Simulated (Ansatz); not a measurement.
The cell is C (diamond); cell and atoms were relaxed with r2SCAN. The symmetry is Fd-3m (No. 227, cubic); conventional cell a = 3.560 Å, 5.64 Å³ an atom. C has 4 C at 1.54 Å.

```xyz
2
Lattice="0.0000 1.7801 1.7801 1.7801 0.0000 1.7801 1.7801 1.7801 0.0000" Properties=species:S:1:pos:R:3 pbc="T T T"
C     0.0000    0.0000    0.0000
C     0.8901    0.8901    0.8901
```

4 runs of Ansatz 0.2.0 on this cell differ in the functional (and in the settings that go with it). Levels are in eV from each run's valence top; v1 is the last filled band, c1 the first empty one.

Run A, mean stress +4.2 GPa (compression positive):
```tsv
point	v2	v1	c1	c2
Γ	0.00	0.00	5.61	5.61
X	-6.34	-6.34	4.78	4.78
U	-9.37	-5.40	5.70	10.78
L	-2.82	-2.82	8.49	8.49
W	-8.37	-8.37	10.65	10.65
```

Run B, mean stress -5.8 GPa (compression positive):
```tsv
point	v2	v1	c1	c2
Γ	0.00	0.00	7.72	7.72
X	-6.95	-6.95	6.68	6.68
U	-10.23	-5.92	7.67	13.18
L	-3.11	-3.11	10.81	10.81
W	-9.14	-9.14	12.96	12.96
```

Run C, mean stress -5.7 GPa (compression positive):
```tsv
point	v2	v1	c1	c2
Γ	0.00	0.00	6.99	6.99
X	-6.91	-6.91	5.93	5.93
U	-10.17	-5.89	6.91	12.41
L	-3.08	-3.08	10.05	10.05
W	-9.09	-9.09	12.18	12.18
```

Run D, mean stress 0.0 GPa (compression positive):
```tsv
point	v2	v1	c1	c2
Γ	0.00	0.00	5.90	5.90
X	-6.68	-6.68	5.03	5.03
U	-9.78	-5.69	6.00	11.37
L	-2.98	-2.98	8.94	8.94
W	-8.75	-8.75	11.30	11.30
```

Question: Match the runs to PBE, r2SCAN, HSE06, PBE0.

Answer: A is PBE, B is PBE0, C is HSE06, D is r2SCAN. In order of the gap: PBE 4.15, r2SCAN 4.37, HSE06 5.30, PBE0 6.05 eV. The stress vanishes for r2SCAN, which relaxed the cell.

Calculated for a static, non-magnetic cell.

The stress of a hybrid is loosely converged in these runs.

The meshes of the hybrids are coarse, so their gaps aren't converged to the digits shown.
